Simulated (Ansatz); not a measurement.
# MoS2: the cell at several levels of theory, part 3 of 3

Ansatz 0.2.0, plane waves.

## (4) Relaxing with PBE-D4

File input.yaml:

```yaml
crystal:
  lattice:
    - [3.1491490723, 0.0, 0.0]
    - [-1.5745745361, 2.7272430969, 0.0]
    - [0.0, 0.0, 12.0886643159]
  atoms:
    - { symbol: Mo, position: [0.3333333333, 0.6666666667, 0.25] }
    - { symbol: Mo, position: [0.6666666667, 0.3333333333, 0.75] }
    - { symbol: S, position: [0.6666666667, 0.3333333333, 0.3795281438] }
    - { symbol: S, position: [0.6666666667, 0.3333333333, 0.1204718562] }
    - { symbol: S, position: [0.3333333333, 0.6666666667, 0.8795281438] }
    - { symbol: S, position: [0.3333333333, 0.6666666667, 0.6204718562] }
kpoints:
  mp_grid: { grid: [12, 12, 2] }
hamiltonian:
  xc: pbe
  dispersion: d4
scf:
  occupations: { method: fermi_dirac, width: 0.02 }
relax:
  f_tol: 0.005
  cell: {}
```

On the command line:

```bash
$ ansatz run input.yaml --threads 4 --pin off --max-ram 7372MiB --backend cpu --events-out ev --progress --plain --runs-dir out
```

The program printed:

```text
Warning: RAYON_NUM_THREADS=4 ignored (pool sized by the plan → 4); use --threads N
Engine: ansatz 0.2.0, aarch64-unknown-linux-gnu
Pseudopotentials: kind: paw
Pseudopotential: Mo, paw, valence charge 14, recommended cutoff 420 eV (normal), Mo.paw.azcp
Pseudopotential: S, paw, valence charge 6, recommended cutoff 420 eV (normal), S.paw.azcp
Functional definition: PBE
  parameter kappa = 0.804
  parameter beta = 0.06672455060314922
  exchange = pbe_x(kappa = kappa, mu = beta*pi^2/3)
  correlation = pbe_c(beta = beta)
Crystal: 6 atoms, lattice volume = 103.823 Å³
Basis set: ecut = 420 eV, 2009 PW (Γ), exchange–correlation on 48×48×162 points (8 copies of the dense FFT grid, shifted against one another)
Bands: 32, of which v1, the nominal top of the filled ones, is band 26 counted from 1 (25 counted from 0)
Symmetry: 24 space group operations
Space group: P63/mmc (ITA 194), of the structure as read, at distance tolerance 4.7e-5 Å
k-points: 38 of 288
Non-local potential: Mo, projectors of the file, l = 0: 3, l = 1: 2, l = 2: 2, l = 3: 1
Non-local potential: S, projectors of the file, l = 0: 2, l = 1: 2, l = 2: 2
PAW form: soft (Blöchl's): semilocal exchange-correlation on the pseudo side does not see the compensation charge
PAW one-centre angular grid: Mo, 590 points (default); XC on 64 Gauss nodes
PAW one-centre angular grid: S, 110 points (default); XC on 64 Gauss nodes
Initial density: superposition of atomic densities (neutral atoms: chi_scale 0, normalization atom), corrected by the library's trained network
Initial wavefunctions: pseudopotential atomic-orbital guess
Functional: x = pbe(κ = 0.804, μ = 0.2195149727645171), c = pbe(β = 0.06672455060314922)
SCF iter   1: F=—  HF=-13528.083179 eV  |F-HF|=—  |Δ(HF+E_count)|=         —  Δρ=5.67e-3  dr2=9.18e-3  ethr=1.77e-3  ⟨swp⟩=6.9  Hψ=5375  notcnv=0
preconditioner: auto → Resta (q_TF=auto, 2.431 Å⁻¹)  ε∞=8.8  [insulator: Δε(μ)=0.787 eV  Ē_g=7.836 eV  σ=0.020 eV  W_gap=1.00  n_scr=26 (ndim 8)  ℏωp=21.9 eV  f_vac=0.010  D(μ)=0.00/eV (n_scr^D=0)  ε∞_Penn≈8.8]
SCF iter   2: F=—  HF=-13528.091494 eV  |F-HF|=—  |Δ(HF+E_count)|=   8.31e-3  Δρ=3.24e-3  dr2=2.76e-3  ethr=1.77e-5  ⟨swp⟩=2.0  Hψ=2377  notcnv=0  defer=55
SCF iter   3: F=—  HF=-13528.096117 eV  |F-HF|=—  |Δ(HF+E_count)|=   4.62e-3  Δρ=2.01e-4  dr2=5.90e-5  ethr=5.31e-6  ⟨swp⟩=2.0  Hψ=1902  notcnv=0  defer=55
SCF iter   4: F=—  HF=-13528.096148 eV  |F-HF|=—  |Δ(HF+E_count)|=   3.17e-5  Δρ=7.82e-5  dr2=7.95e-6  ethr=1.13e-7  ⟨swp⟩=2.8  Hψ=2173  notcnv=0  defer=55
SCF iter   5: F=—  HF=-13528.096151 eV  |F-HF|=—  |Δ(HF+E_count)|=   2.93e-6  Δρ=1.31e-5  dr2=1.45e-7  ethr=1.53e-8  ⟨swp⟩=2.0  Hψ=1687  notcnv=0  defer=55
SCF iter   6: F=-13528.096151 eV  HF=-13528.096151 eV  |F-HF|=3.21e-9  |Δ(HF+E_count)|=   9.95e-8  Δρ=3.38e-6  dr2=1.37e-8  ethr=1.92e-10  ⟨swp⟩=4.0  Hψ=4028  notcnv=0
SCF 1 converged in 6 iterations: F = -13528.096151 eV  dr2 = 1.37e-8
relax step   1: F+E_penalty+E_count = -13528.09615141 eV  Δ(F+E_penalty+E_count) = +0.000e0 eV  max|allowed force component| = 1.431e-2 eV/Å  Δτ_max = 0.0000 Å  P = +0.395 GPa  Ω = 103.823 Å³  (6 SCF iters, dr2 threshold 1.00e-7 eV, accepted)
Crystal: 6 atoms, lattice volume = 106.004 Å³
Basis set: ecut = 420 eV, 2033 PW (Γ), exchange–correlation on 48×48×162 points (8 copies of the dense FFT grid, shifted against one another)
Initial density: handed on by an earlier stage of this run
Initial wavefunctions: those handed on with the density
iter 1 solved again at ethr=1.14e-5 eV; its pass at ethr=3.10e-3 eV (dr2=5.91e-3 eV) is discarded
SCF iter   1: F=—  HF=-13528.095094 eV  |F-HF|=—  |Δ(HF+E_count)|=         —  Δρ=2.28e-3  dr2=5.83e-3  ethr=1.14e-5  ⟨swp⟩=2.1  Hψ=6385  notcnv=0
preconditioner: auto → Resta (q_TF=auto, 2.423 Å⁻¹)  ε∞=8.7  [insulator: Δε(μ)=0.863 eV  Ē_g=7.798 eV  σ=0.020 eV  W_gap=1.00  n_scr=26 (ndim 8)  ℏωp=21.6 eV  f_vac=0.016  D(μ)=0.00/eV (n_scr^D=0)  ε∞_Penn≈8.7]
SCF iter   2: F=—  HF=-13528.094001 eV  |F-HF|=—  |Δ(HF+E_count)|=   1.09e-3  Δρ=1.20e-3  dr2=1.99e-3  ethr=1.12e-5  ⟨swp⟩=2.1  Hψ=1766  notcnv=0
SCF iter   3: F=—  HF=-13528.093713 eV  |F-HF|=—  |Δ(HF+E_count)|=   2.89e-4  Δρ=4.83e-4  dr2=4.28e-4  ethr=3.83e-6  ⟨swp⟩=2.0  Hψ=1711  notcnv=0
SCF iter   4: F=—  HF=-13528.093685 eV  |F-HF|=—  |Δ(HF+E_count)|=   2.77e-5  Δρ=1.69e-4  dr2=6.32e-5  ethr=8.24e-7  ⟨swp⟩=2.1  Hψ=1607  notcnv=0
SCF iter   5: F=—  HF=-13528.093704 eV  |F-HF|=—  |Δ(HF+E_count)|=   1.89e-5  Δρ=4.64e-5  dr2=5.52e-6  ethr=1.21e-7  ⟨swp⟩=2.0  Hψ=1694  notcnv=0
SCF iter   6: F=-13528.093708 eV  HF=-13528.093708 eV  |F-HF|=1.84e-7  |Δ(HF+E_count)|=   3.85e-6  Δρ=8.07e-6  dr2=8.60e-8  ethr=9.68e-10  ⟨swp⟩=3.1  Hψ=4951  notcnv=0
SCF 2 converged in 6 iterations: F = -13528.093708 eV  dr2 = 8.60e-8
relax step   2: F+E_penalty+E_count = -13528.09370779 eV  Δ(F+E_penalty+E_count) = +2.444e-3 eV  max|allowed force component| = 9.817e-2 eV/Å  Δτ_max = 0.0268 Å  P = -0.243 GPa  Ω = 106.004 Å³  energy of the carried Pulay correction = -2.581e-4 eV  (6 SCF iters, dr2 threshold 5.03e-7 eV, rejected (line search))
Crystal: 6 atoms, lattice volume = 104.740 Å³
iter 1 solved again at ethr=4.42e-6 eV; its pass at ethr=3.10e-3 eV (dr2=2.30e-3 eV) is discarded
SCF iter   1: F=—  HF=-13528.097843 eV  |F-HF|=—  |Δ(HF+E_count)|=         —  Δρ=1.32e-3  dr2=2.09e-3  ethr=4.42e-6  ⟨swp⟩=2.1  Hψ=6225  notcnv=0
preconditioner: auto → Resta (q_TF=auto, 2.428 Å⁻¹)  ε∞=8.7  [insulator: Δε(μ)=0.811 eV  Ē_g=7.821 eV  σ=0.020 eV  W_gap=1.00  n_scr=26 (ndim 8)  ℏωp=21.8 eV  f_vac=0.010  D(μ)=0.00/eV (n_scr^D=0)  ε∞_Penn≈8.7]
SCF iter   2: F=—  HF=-13528.097445 eV  |F-HF|=—  |Δ(HF+E_count)|=   3.98e-4  Δρ=7.33e-4  dr2=6.51e-4  ethr=4.03e-6  ⟨swp⟩=1.8  Hψ=1626  notcnv=0
SCF iter   3: F=—  HF=-13528.097308 eV  |F-HF|=—  |Δ(HF+E_count)|=   1.37e-4  Δρ=1.29e-4  dr2=2.77e-5  ethr=1.25e-6  ⟨swp⟩=2.0  Hψ=1762  notcnv=0
SCF iter   4: F=—  HF=-13528.097338 eV  |F-HF|=—  |Δ(HF+E_count)|=   2.98e-5  Δρ=3.09e-5  dr2=1.62e-6  ethr=5.33e-8  ⟨swp⟩=2.1  Hψ=1793  notcnv=0
SCF iter   5: F=—  HF=-13528.097335 eV  |F-HF|=—  |Δ(HF+E_count)|=   3.47e-6  Δρ=5.50e-6  dr2=3.97e-8  ethr=3.12e-9  ⟨swp⟩=2.0  Hψ=1848  notcnv=0
SCF iter   6: F=—  HF=-13528.097335 eV  |F-HF|=—  |Δ(HF+E_count)|=   1.09e-7  Δρ=1.46e-6  dr2=2.57e-9  ethr=7.64e-11  ⟨swp⟩=2.0  Hψ=1898  notcnv=0
SCF iter   7: F=—  HF=-13528.097335 eV  |F-HF|=—  |Δ(HF+E_count)|=   8.28e-9  Δρ=3.85e-7  dr2=2.73e-10  ethr=4.94e-12  ⟨swp⟩=2.2  Hψ=1906  notcnv=0
SCF iter   8: F=-13528.097335 eV  HF=-13528.097335 eV  |F-HF|=1.46e-11  |Δ(HF+E_count)|=  2.49e-10  Δρ=8.86e-8  dr2=9.70e-12  ethr=1.00e-12  ⟨swp⟩=4.8  Hψ=4206  notcnv=0
SCF 3 converged in 8 iterations: F = -13528.097335 eV  dr2 = 9.70e-12
relax step   3: F+E_penalty+E_count = -13528.09733479 eV  Δ(F+E_penalty+E_count) = -1.183e-3 eV  max|allowed force component| = 9.812e-3 eV/Å  Δτ_max = 0.0109 Å  P = +0.048 GPa  Ω = 104.740 Å³  energy of the carried Pulay correction = -1.092e-4 eV  (8 SCF iters, accepted)
Crystal: 6 atoms, lattice volume = 104.769 Å³
iter 1 solved again at ethr=4.06e-9 eV; its pass at ethr=3.10e-3 eV (dr2=2.11e-6 eV) is discarded
SCF iter   1: F=—  HF=-13528.097332 eV  |F-HF|=—  |Δ(HF+E_count)|=         —  Δρ=3.79e-5  dr2=1.72e-6  ethr=4.06e-9  ⟨swp⟩=3.1  Hψ=6519  notcnv=0
preconditioner: auto → Resta (q_TF=auto, 2.428 Å⁻¹)  ε∞=8.8  [insulator: Δε(μ)=0.819 eV  Ē_g=7.817 eV  σ=0.020 eV  W_gap=1.00  n_scr=26 (ndim 8)  ℏωp=21.8 eV  f_vac=0.011  D(μ)=0.00/eV (n_scr^D=0)  ε∞_Penn≈8.8]
SCF iter   2: F=—  HF=-13528.097345 eV  |F-HF|=—  |Δ(HF+E_count)|=   1.33e-5  Δρ=1.99e-5  dr2=3.16e-7  ethr=3.30e-9  ⟨swp⟩=2.5  Hψ=1708  notcnv=0
SCF iter   3: F=—  HF=-13528.097345 eV  |F-HF|=—  |Δ(HF+E_count)|=   2.48e-8  Δρ=1.03e-5  dr2=9.67e-8  ethr=6.08e-10  ⟨swp⟩=2.3  Hψ=1647  notcnv=0
SCF iter   4: F=-13528.097345 eV  HF=-13528.097345 eV  |F-HF|=3.22e-9  |Δ(HF+E_count)|=   2.72e-9  Δρ=1.65e-6  dr2=3.64e-9  ethr=6.42e-11  ⟨swp⟩=4.3  Hψ=4079  notcnv=0
SCF 4 converged in 4 iterations: F = -13528.097345 eV  dr2 = 3.64e-9
relax step   4: F+E_penalty+E_count = -13528.09734548 eV  Δ(F+E_penalty+E_count) = -1.068e-5 eV  max|allowed force component| = 3.630e-3 eV/Å  Δτ_max = 0.0002 Å  P = +0.018 GPa  Ω = 104.769 Å³  energy of the carried Pulay correction = -1.126e-4 eV  (4 SCF iters, dr2 threshold 3.34e-8 eV, accepted)
Basis set: ecut = 420 eV, 2033 PW (Γ), exchange–correlation on 48×48×180 points (8 copies of the dense FFT grid, shifted against one another)
Initial wavefunctions: pseudopotential atomic-orbital guess (no wavefunctions were taken with the density)
iter 1 solved again at ethr=1.21e-7 eV; its pass at ethr=3.10e-3 eV (dr2=6.30e-5 eV) is discarded
SCF iter   1: F=—  HF=-13528.097323 eV  |F-HF|=—  |Δ(HF+E_count)|=         —  Δρ=5.32e-5  dr2=8.96e-8  ethr=1.21e-7  ⟨swp⟩=3.6  Hψ=9055  notcnv=0
SCF iter   2: F=—  HF=-13528.097449 eV  |F-HF|=—  |Δ(HF+E_count)|=   1.26e-4  Δρ=2.70e-5  dr2=2.43e-8  ethr=1.72e-10  ⟨swp⟩=2.4  Hψ=2057  notcnv=0
SCF iter   3: F=—  HF=-13528.097458 eV  |F-HF|=—  |Δ(HF+E_count)|=   8.31e-6  Δρ=3.30e-6  dr2=1.68e-8  ethr=4.68e-11  ⟨swp⟩=2.0  Hψ=1746  notcnv=0
SCF iter   4: F=—  HF=-13528.097458 eV  |F-HF|=—  |Δ(HF+E_count)|=   5.67e-8  Δρ=4.99e-7  dr2=5.80e-10  ethr=3.23e-11  ⟨swp⟩=2.2  Hψ=1493  notcnv=0
SCF iter   5: F=—  HF=-13528.097458 eV  |F-HF|=—  |Δ(HF+E_count)|=  2.24e-10  Δρ=2.21e-7  dr2=9.47e-11  ethr=1.12e-12  ⟨swp⟩=2.1  Hψ=1710  notcnv=0
SCF iter   6: F=-13528.097458 eV  HF=-13528.097458 eV  |F-HF|=1.09e-11  |Δ(HF+E_count)|=  1.75e-10  Δρ=6.69e-8  dr2=4.70e-12  ethr=1.00e-12  ⟨swp⟩=4.1  Hψ=4033  notcnv=0
SCF 5 converged in 6 iterations: F = -13528.097458 eV  dr2 = 4.70e-12
relax step   5: F+E_penalty+E_count = -13528.09745761 eV  Δ(F+E_penalty+E_count) = -1.121e-4 eV  max|allowed force component| = 3.605e-3 eV/Å  Δτ_max = 0.0000 Å  P = +0.018 GPa  Ω = 104.769 Å³  stress off target by 4.14e-2 GPa  SCF on the basis re-selected at this cell (its energy is not comparable with the rows above)  (6 SCF iters)
basis re-selected at this cell: Δ(F+E_penalty+E_count) = -1.121e-4 eV, ΔP = -0.000 GPa vs the last step (what re-selecting the basis moved, of the pressure what is left beyond the Pulay correction that the steps carried, after the strain that the cell walked since its last selection, with what the two solves' SCF thresholds leave and, on support functions, any second-order correction that the steps lacked; it is no measure of the basis error at this ecutwfc). The dense FFT grid was sized anew with the basis: this SCF ran on 24×24×90 points, the steps before it on 24×24×81, so part of this shift can come from that change (see relax.cell in the input reference). This SCF's stress stands 4.14e-2 GPa from its target on what of the cell is left free (relax.cell.stress_tol is 5.00e-2 GPa) and its largest allowed force component is 3.60e-3 eV/Å (relax.f_tol is 5.00e-3 eV/Å): within both
SCF converged after 6 iterations
Free energy (F): -13528.097458 eV
Harris-Foulkes:  -13528.097458 eV  (|F-HF|=1.09e-11)
Internal energy: -13528.097458 eV  (E = F + TS)
E sigma→0 (E₀):  -13528.097458 eV
Fermi energy:    11.698131 eV
--- Per-component energies (eV) ---
  E_band       = -294.195451
  E_kinetic    = 1314.027370
  E_local      = -3814.777572  (includes V_loc(G=0)·N_el)
  E_nonlocal   = 398.513742
  E_hartree    = 1463.038321
  E_xc         = -757.879781
  E_vxc        = -811.217570  (∫ρ·V_xc dr)
  E_paw        = -8803.168221  (= ΣΔE_a)
  E_vpaw       = -306.818137  (= ΣTr[D̂ρ^β])
  E_aug_tail   = 0.000078  (compensation charges beyond the density's cutoff)
  E_ewald      = -3325.248879
  E_disp       = -2.602515  (pairwise vdW)
  E_smearing   = -0.000000  (= −TS)
  E_closure    = -0.000000  (closes the sum)
  Σ components = -13528.097458   (vs F -13528.097458, Δ=0.00e0)
--- Forces (eV/Å), atoms counted from 1 ---
  atom   1  Mo     0.00000000     0.00000000    -0.00000000
  atom   2  Mo    -0.00000000    -0.00000000     0.00000000
  atom   3  S      0.00000000     0.00000000     0.00360455
  atom   4  S      0.00000000     0.00000000    -0.00360455
  atom   5  S     -0.00000000    -0.00000000     0.00360455
  atom   6  S     -0.00000000    -0.00000000    -0.00360455
  max |Σ_I F_I| component: 2.43e-17 eV/Å
--- Stress (GPa, compression-positive) ---
        0.006214       0.000000       0.000000
        0.000000       0.006214       0.000000
        0.000000       0.000000       0.041416
  P = ⅓ Tr σ = 0.0179 GPa (0.179 kbar)
--- Relaxed structure (4 steps of the walk, 3 accepted, 1 SCFs on fresh bases) ---
  F+E_penalty+E_count = -13528.09745761 eV   max|allowed force component| = 3.605e-3 eV/Å   (the final SCF, on the basis selected at the relaxed cell)
  cell:  # Å, volume = 104.7695 Å³
    - [3.1538440476122336, -2.8910496624166178e-11, 4.428953322717127e-19]
    - [-1.5769220237810795, 2.731309064820988, -2.2144766613233936e-19]
    - [1.7001459365710804e-18, 4.293114129358118e-33, 12.1625229949876]
  atoms:
    - { symbol: Mo, position: [0.33333333333333326, 0.6666666666666665, 0.24999999999999997] }
    - { symbol: Mo, position: [0.6666666666666665, 0.3333333333333333, 0.7499999999999998] }
    - { symbol: S, position: [0.6666666666666665, 0.3333333333333333, 0.3786151855438987] }
    - { symbol: S, position: [0.6666666666666665, 0.3333333333333333, 0.12138481445610115] }
    - { symbol: S, position: [0.33333333333333326, 0.6666666666666665, 0.8786151855438985] }
    - { symbol: S, position: [0.33333333333333326, 0.6666666666666665, 0.621384814456101] }
```

Run time: 8.1 s. Hardware: 4 threads of Arm Neoverse V1, shared host; peak memory 0.48 GiB.

Ionic steps:

| step | energy change (meV/atom) | largest force (eV/Å) | pressure (GPa) | volume (Å³/atom) |
| --- | --- | --- | --- | --- |
| 1 | 0.0 | 0.0143 | 0.39 | 17.304 |
| 2* | 0.4 | 0.0982 | -0.24 | 17.667 |
| 3 | -0.2 | 0.0098 | 0.05 | 17.457 |
| 4 | -0.2 | 0.0036 | 0.02 | 17.462 |
| 5 | -0.2 | 0.0036 | 0.02 | 17.462 |

A star marks a trial step that the optimiser took back.

The table lists every geometry solved, with passes on a fresh basis, whose energies don't compare exactly with the rows above.

```
                         before     after   change
                a (Å)     3.149     3.154  +0.15 %
                c (Å)    12.089    12.163  +0.61 %
     volume (Å³/atom)    17.304    17.462  +0.91 %
shortest distance (Å)     2.399     2.401  +0.04 %
          space group  P6_3/mmc  P6_3/mmc     same
```

## (5) Results

This closing draws on all 3 parts.

```
       level  a (Å)   c (Å)  volume (Å³/atom)  space group  SCF geometries
  PBE-D3(BJ)  3.149  12.089            17.304     P6_3/mmc               7
r2SCAN+rVV10  3.173  12.436            18.072     P6_3/mmc               7
      PBE-D4  3.154  12.163            17.462     P6_3/mmc               5
```

In words: From the start to the first minimum the volume moved by -20.9 %. The volume runs from PBE-D3(BJ) (least) to r2SCAN+rVV10 (most), a spread of 4.4 %, or 1.5 % in length if all axes shared it alike. A measured c is 12.32 Å (quoted in “Pressure coefficients for direct optical transitions in MoS2, MoSe2, WS2, and WSe2 crystals and semiconductor to metal transitions”, 2016, pmc:4877596); the misses are PBE-D3(BJ) -1.9 %, r2SCAN+rVV10 +0.9 %, PBE-D4 -1.3 %. The calculation is for a static lattice, without the thermal expansion and zero-point motion that a measured cell holds.
